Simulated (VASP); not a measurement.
# K (Fm-3m) in VASP: single point with r2SCAN

Aim: the single point of K with r2SCAN.

Program: VASP 6.6.1. These are calculated values, not measurements. Logs are shortened: lines on timing, memory, paths and dates and some standing lists are left out, and cuts for length are marked.

**1. The structure**

The structure is cubic, space group Fm-3m (No. 225). Conventional cell: a = 6.784 Å, b = 6.784 Å, c = 6.784 Å, α = 90.00°, β = 90.00°, γ = 90.00°.

This isn't the form of K at room conditions, which is bcc.

**2. Single point, r2SCAN**

Input file POSCAR:

```
K
1.0
    0.0000000000      3.3918728180      3.3918728180
    3.3918728180      0.0000000000      3.3918728180
    3.3918728180      3.3918728180      0.0000000000
K
1
Direct
    0.0000000000      0.0000000000      0.0000000000
```

Input file INCAR.step1:

```
SYSTEM = K
  PREC = Accurate
  ENCUT = 520
  ISMEAR = 0
  SIGMA = 0.1
  LREAL = .False.
  LASPH = .True.
  NELM = 100
  NBANDS = 10
  GGA = PE
  ALGO = Normal
  EDIFF = 1E-4
  LWAVE = .True.
  LCHARG = .False.
```

Input file INCAR.step2:

```
SYSTEM = K
  PREC = Accurate
  ENCUT = 520
  EDIFF = 1E-6
  ISMEAR = 0
  SIGMA = 0.1
  LREAL = .False.
  LASPH = .True.
  NELM = 100
  ALGO = Normal
  ISIF = 2
  LWAVE = .False.
  LCHARG = .True.
  METAGGA = R2SCAN
  LMIXTAU = .True.
  LELF = .True.
  LVHAR = .True.
  NBANDS = 10
  ISTART = 1
```

Input file KPOINTS:

```
Automatic mesh
0
Gamma
  6 6 6
  0 0 0
```

Potentials or basis: VASP PAW PBE potentials, release 64 (K_sv).

Command:

```
> cat potpaw_PBE.64/K_sv/POTCAR > POTCAR
> cp INCAR.step1 INCAR
> mpirun -np 1 vasp_std > vasp.out
> cp INCAR.step2 INCAR
> mpirun -np 1 vasp_std > vasp.out
```

OUTCAR:

```text
SYSTEM = K
   PREC = Accurate
   ENCUT = 520
   EDIFF = 1E-6
   ISMEAR = 0
   LREAL = .False.
   LASPH = .True.
   NELM = 100
   ISIF = 2
   METAGGA = R2SCAN
   ISTART = 1

 ion  position               nearest neighbor table
   1  0.000  0.000  0.000-

  LATTYP: Found a face centered cubic cell.
 ALAT       =     6.7837456360

  Lattice vectors:

 A1 = (   0.0000000000,   3.3918728180,   3.3918728180)
 A2 = (   3.3918728180,   0.0000000000,   3.3918728180)
 A3 = (   3.3918728180,   3.3918728180,   0.0000000000)

Analysis of symmetry for initial positions (statically):
=====================================================================
 Subroutine PRICEL returns:
 Original cell was already a primitive cell.

 Routine SETGRP: Setting up the symmetry group for a
 face centered cubic supercell.

 Subroutine GETGRP returns: Found 48 space group operations
 (whereof 48 operations were pure point group operations)
 out of a pool of 48 trial point group operations.

The static configuration has the point symmetry O_h .

Analysis of symmetry for dynamics (positions and initial velocities):
=====================================================================
 Subroutine PRICEL returns:
 Original cell was already a primitive cell.

 Routine SETGRP: Setting up the symmetry group for a
 face centered cubic supercell.

 Subroutine GETGRP returns: Found 48 space group operations
 (whereof 48 operations were pure point group operations)
 out of a pool of 48 trial point group operations.

The dynamic configuration has the point symmetry O_h .

 Subroutine INISYM returns: Found 48 space group operations
 (whereof 48 operations are pure point group operations),
 and found     1 'primitive' translations

----------------------------------------------------------------------------------------

                                     Primitive cell

  volume of cell :      78.0456

  direct lattice vectors                    reciprocal lattice vectors
     0.000000000  3.391872818  3.391872818    -0.147411188  0.147411188  0.147411188
     3.391872818  0.000000000  3.391872818     0.147411188 -0.147411188  0.147411188
     3.391872818  3.391872818  0.000000000     0.147411188  0.147411188 -0.147411188

  length of vectors
     4.796832541  4.796832541  4.796832541     0.255323666  0.255323666  0.255323666

  position of ions in fractional coordinates (direct lattice)
     0.000000000  0.000000000  0.000000000

  ion indices of the primitive-cell ions
   primitive index   ion index
                 1           1

----------------------------------------------------------------------------------------

 KPOINTS: Automatic mesh

Automatic generation of k-mesh.
 Grid dimensions read from file:
 generate k-points for:    6    6    6

 Generating k-lattice:

  Cartesian coordinates                     Fractional coordinates (reciprocal lattice)
    -0.024568531  0.024568531  0.024568531     0.166666667  0.000000000  0.000000000
     0.024568531 -0.024568531  0.024568531     0.000000000  0.166666667  0.000000000
     0.024568531  0.024568531 -0.024568531     0.000000000  0.000000000  0.166666667

  Length of vectors
     0.042553944  0.042553944  0.042553944

  Shift w.r.t. Gamma in fractional coordinates (k-lattice)
     0.000000000  0.000000000  0.000000000

 Subroutine IBZKPT returns following result:
 ===========================================

 Found     16 irreducible k-points:

 Following reciprocal coordinates:
            Coordinates               Weight
  0.000000  0.000000  0.000000      1.000000
  0.166667  0.000000  0.000000      8.000000
  0.333333  0.000000  0.000000      8.000000
  0.500000  0.000000  0.000000      4.000000
  0.166667  0.166667  0.000000      6.000000
  0.333333  0.166667  0.000000     24.000000
[... 8 lines left out ...]
 -0.333333  0.333333  0.166667     24.000000
 -0.333333  0.500000  0.166667     12.000000
   k-points           NKPTS =     16   k-points in BZ     NKDIM =     16   number of bands    NBANDS=     10
   number of dos      NEDOS =    301   number of ions     NIONS =      1
   total plane-waves  NPLWV =  46656
   dimension x,y,z NGX =    36 NGY =   36 NGZ =   36
   dimension x,y,z NGXF=    72 NGYF=   72 NGZF=   72
   ions per type =               1
   NGX,Y,Z   is equivalent  to a cutoff of  12.48, 12.48, 12.48 a.u.
   NGXF,Y,Z  is equivalent  to a cutoff of  24.95, 24.95, 24.95 a.u.
 SYSTEM =  K
   PREC   = accura    normal or accurate (medium, high low for compatibility)
   ISTART =      1    job   : 0-new  1-cont  2-samecut
   ICHARG =      0    charge: 1-file 2-atom 10-const
   ISPIN  =      1    spin polarized calculation?
   LNONCOLLINEAR =      F non collinear calculations
   LSORBIT =      F    spin-orbit coupling
   LASPH  =      T    aspherical Exc in radial PAW
   ENCUT  =  520.0 eV  38.22 Ry    6.18 a.u.   8.92  8.92  8.92*2*pi/ulx,y,z
   NELM   =    100;   NELMIN=  2; NELMDL=  0     # of ELM steps
   EDIFF  = 0.1E-05   stopping-criterion for ELM
   LREAL  =      F    real-space projection
   EDIFFG = 0.1E-04   stopping-criterion for IOM
   NSW    =      0    number of steps for IOM
   IBRION =     -1    ionic relax: 0-MD 1-quasi-New 2-CG
   NFREE  =      0    steps in history (QN), initial steepest desc. (CG)
   ISIF   =      2    stress and relaxation
   ISYM   =      2    0-nonsym 1-usesym 2-fastsym
   POTIM  = 0.5000    time-step for ionic-motion
   TEBEG  =    0.0;   TEEND  =   0.0 temperature during run
   PSTRESS=    0.0 pullay stress
   NELECT =       9.0000    total number of electrons
   NUPDOWN=      -1.0000    fix difference up-down
   EMIN   =  10.00;   EMAX   =-10.00  energy-range for DOS
   EFERMI =   0.00;   METHOD = LEGACY
   ISMEAR =     0;   SIGMA  =   0.10  broadening in eV -4-tet -1-fermi 0-gaus
   EFERMI_NEDOS =   21; number of points for ismear=-14 and -15
   IALGO  =     38    algorithm
   IMIX   =      4    mixing-type and parameters
     AMIX     =   0.40;   BMIX     =  1.00
     AMIX_MAG =   1.60;   BMIX_MAG =  1.00
  volume/ion in A,a.u.               =      78.05       526.68
  Fermi-wavevector in a.u.,A,eV,Ry     =   0.796843  1.505815  8.639139  0.634959
  Thomas-Fermi vector in A             =   1.903445
   LORBIT       =      0    0 simple, 1 ext, 2 COOP (PROOUT), +10 PAW based schemes
   METAGGA = R2SCAN    functional components
   LHFCALC =     F    Hartree Fock is set to
   AEXX    =    0.0000 exact exchange contribution
   IVDW    =     0    specifies the selected vdW correction
   LEPSILON=     F    determine dielectric tensor
   LRPA    =     F    only Hartree local field effects (RPA)
 non-spin polarized calculation
 Gauss-broadening in eV      SIGMA  =   0.10
  energy-cutoff  :      520.00
  volume of cell :       78.05
 maximum number of plane-waves:      2126
   NGX = 17   NGY = 17   NGZ = 17

 number of electron       9.0000002 magnetization

 Free energy of the ion-electron system (eV)
  ---------------------------------------------------
  ext. energy  EPLUGINS =         0.00000000
  ---------------------------------------------------
  free energy    TOTEN  =        -6.00608598 eV

  energy without entropy =       -6.00118807  energy(sigma->0) =       -6.00363703

 E-fermi :  -0.3065     XC(G=0):  -5.7617

 val. band max:       -0.3676610147   @ k =   0.5000   0.3333   0.1667
 cond. band min:       0.0004937770   @ k =   0.5000   0.1667   0.0000
 fundamental gap:      0.3681547917
 Fermi energy:        -0.3065442433

 k-point     1 :       0.0000    0.0000    0.0000
  band No.  band energies     occupation
      1     -33.8820      2.00000
      2     -16.5572      2.00000
      3     -16.5572      2.00000
      4     -16.5572      2.00000
      5      -2.4148      2.00000
      6       4.4054      0.00000
      7       4.4054      0.00000
      8       4.4054      0.00000
      9       5.7139      0.00000
     10       5.7139      0.00000

 k-point     2 :       0.1667    0.0000    0.0000
  band No.  band energies     occupation
      1     -33.8812      2.00000
      2     -16.5713      2.00000
      3     -16.5592      2.00000
      4     -16.5591      2.00000
      5      -2.0852      2.00000
      6       3.5215      0.00000
      7       4.4878      0.00000
      8       4.4879      0.00000
      9       5.5040      0.00000
     10       5.5041      0.00000

 k-point     3 :       0.3333    0.0000    0.0000
  band No.  band energies     occupation
      1     -33.8797      2.00000
      2     -16.5991      2.00000
      3     -16.5630      2.00000
      4     -16.5629      2.00000
      5      -1.1447      2.00000
      6       1.9251      0.00000
      7       4.3224      0.00000
      8       4.3224      0.00000
      9       5.8569      0.00000
     10       5.8569      0.00000

 k-point     4 :       0.5000    0.0000    0.0000
  band No.  band energies     occupation
      1     -33.8790      2.00000
      2     -16.6130      2.00000
      3     -16.5649      2.00000
      4     -16.5649      2.00000
      5       0.2610      0.00000
      6       0.2725      0.00000
      7       4.1652      0.00000
      8       4.1653      0.00000
      9       6.4412      0.00000
     10       6.4935      0.00000
[... 118 lines left out ...]
 k-point    14 :       0.5000    0.3333    0.1667
  band No.  band energies     occupation
      1     -33.8787      2.00000
      2     -16.5986      2.00000
      3     -16.5797      2.00000
      4     -16.5697      2.00000
      5      -0.3677      1.61259
      6       2.1754      0.00000
      7       2.6095      0.00000
      8       4.1916      0.00000
      9       5.3375      0.00000
     10       6.2128      0.00000

 k-point    15 :      -0.3333    0.3333    0.1667
  band No.  band energies     occupation
      1     -33.8783      2.00000
      2     -16.6004      2.00000
      3     -16.5864      2.00000
      4     -16.5728      2.00000
      5       0.7837      0.00000
      6       1.0829      0.00000
      7       2.3853      0.00000
      8       3.8014      0.00000
      9       5.5557      0.00000
     10       6.2572      0.00000

 k-point    16 :      -0.3333    0.5000    0.1667
  band No.  band energies     occupation
      1     -33.8780      2.00000
      2     -16.6016      2.00000
      3     -16.5856      2.00000
      4     -16.5779      2.00000
      5       1.1545      0.00000
      6       1.3606      0.00000
      7       1.9127      0.00000
      8       3.4969      0.00000
      9       5.6935      0.00000
     10       6.3527      0.00000

------------------------ aborting loop because EDIFF is reached ----------------------------------------

  FORCE on cell =-STRESS in cart. coord.  units (eV):
  Direction    XX          YY          ZZ          XY          YZ          ZX
  --------------------------------------------------------------------------------------
  -------------------------------------------------------------------------------------
  Total       -0.0324440     -0.0324440     -0.0324440     -0.0000000     -0.0000000     -0.0000000
  in kB       -0.6660348     -0.6660348     -0.6660348     -0.0000000     -0.0000000     -0.0000000
  external PRESSURE =      -0.6660348 kB  Pullay stress =       0.0000000 kB

 VOLUME and BASIS-vectors are now :
 -----------------------------------------------------------------------------
  energy-cutoff  :      520.00
  volume of cell :       78.05
      direct lattice vectors                 reciprocal lattice vectors
     0.000000000  3.391872818  3.391872818    -0.147411188  0.147411188  0.147411188
     3.391872818  0.000000000  3.391872818     0.147411188 -0.147411188  0.147411188
     3.391872818  3.391872818  0.000000000     0.147411188  0.147411188 -0.147411188

 POSITION                                       TOTAL-FORCE (eV/Angst)
 -----------------------------------------------------------------------------------
      0.00000      0.00000      0.00000         0.000000      0.000000      0.000000
 -----------------------------------------------------------------------------------
    total drift:                               -0.000000      0.000000      0.000000

  FREE ENERGIE OF THE ION-ELECTRON SYSTEM (eV)
  ---------------------------------------------------
  free  energy   TOTEN  =        -6.0060859843 eV

  energy  without entropy=       -6.0011880688  energy(sigma->0) =       -6.00363703
```

It took 27 s on 1 thread of Intel Xeon Platinum 8488C (Sapphire Rapids), shared host; peak memory 0.2 GiB.

Results:

```
Free energy            : -6.0061 eV
Pressure               : -0.1 GPa
Band gap on the k mesh : none (metal or under the smearing width)
```

Levels at points of the mesh, in eV from the Fermi level:
```tsv
k point	band 1	band 2	band 3	band 4	band 5	band 6	band 7	band 8	band 9	band 10
(0.00, 0.00, 0.00)	-33.58	-16.25	-16.25	-16.25	-2.11	4.71	4.71	4.71	6.02	6.02
(0.50, 0.00, 0.00)	-33.57	-16.31	-16.26	-16.26	0.57	0.58	4.47	4.47	6.75	6.80
(0.50, 0.50, 0.00)	-33.57	-16.30	-16.27	-16.27	1.14	1.47	2.67	5.27	5.27	6.27
```

Caveat: the PAW data sets were made with another functional, which shifts forces and pressure a little.
